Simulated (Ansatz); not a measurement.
BaO: from Born charge to LO–TO splitting and polaron coupling

The calculation used DFT PBEsol, scalar-relativistic, plane waves, PAW (Ansatz). Cutoff 420 eV, 8×8×8 k-points (Γ-centred), fixed occupations. No spin polarisation. Phonons by linear response, acoustic sum rule imposed.

Relaxed structure:
```cif
data_structure
_symmetry_space_group_name_H-M 'P 1'
_symmetry_Int_Tables_number 1
_cell_length_a 3.8819
_cell_length_b 3.8819
_cell_length_c 3.8819
_cell_angle_alpha 60.000
_cell_angle_beta 60.000
_cell_angle_gamma 60.000
_cell_volume 41.36
loop_
_atom_site_label
_atom_site_type_symbol
_atom_site_fract_x
_atom_site_fract_y
_atom_site_fract_z
_atom_site_occupancy
Ba1 Ba 0.00000 0.00000 0.00000 1
O1 O 0.50000 0.50000 0.50000 1
```

Spin–orbit coupling is left out, which matters for heavy elements.

Linear response gives ν_TO = 77.1 cm⁻¹, Born charges ±2.777 e (positive on Ba) and ε∞ = 4.280. The primitive cell holds 41.363 Å³, and the masses are 137.327 and 15.999 amu.

Question: Find ν_LO and the static dielectric constant.

Answer: The long-wave field adds a restoring force: ω_LO² − ω_TO² = Z*²e²/(ε_vac ε∞ μV). In these units ν_LO² − ν_TO² = 4.92064×10⁷ Z*²/(μ V ε∞) cm⁻², with μ = m₁m₂/(m₁ + m₂) = 14.330 amu: 149641 cm⁻². So ν_LO = √(77.1² + 149641) = 394.5 cm⁻¹, and the run gives 394.4. Lyddane–Sachs–Teller then gives ε0 = ε∞ (ν_LO/ν_TO)² = 111.90, against 111.91 in the run (it forms both from the same three quantities, so the match checks the arithmetic only). Between ν_TO and ν_LO the dielectric function is negative and an undamped crystal reflects fully: a reststrahlen band from 25.4 to 129.6 μm.

Question: What do the Clausius–Mossotti polarisability and the Szigeti charge come to?

Answer: With the Lorentz local field, α = (3V/4π)(ε∞ − 1)/(ε∞ + 2) = 5.16 Å³ for the pair, and e_S = 3Z*/(ε∞ + 2) = 1.33 e. The Born charge includes the electrons' response to the dipole's own local field, and e_S takes that enhancement out. The Lorentz field assumes point-like polarisable ions, a poor picture once ε∞ is this large, since the electron clouds then overlap or are shared, so both numbers are formal here.

Question: How strongly does a slow electron couple to the LO mode?

Answer: For one isotropic parabolic band, Fröhlich's constant is α_F = (1/ε∞ − 1/ε0) √(m* Ry/ħω_LO), with Ry = 13.606 eV, ħω_LO = 48.9 meV and m* in free-electron masses: α_F = 0.2247 × 16.68 × √m* = 3.75 √m*. The band mass isn't part of this run; for m* = 0.1, 0.3 and 1 it gives 1.19, 2.05, 3.75. In weak coupling the polaron lies α_F ħω_LO below the band edge (100 meV at m* = 0.3) with a mass m*(1 + α_F/6); past α_F of about 5 or 6 that expansion fails. A semilocal functional's ε∞ tends to be too large, which taken alone lowers α_F.

Cost: 1 run of about 0.42 core-minutes, on Intel Xeon Platinum 8259CL (Skylake/Cascade Lake) (shared hosts).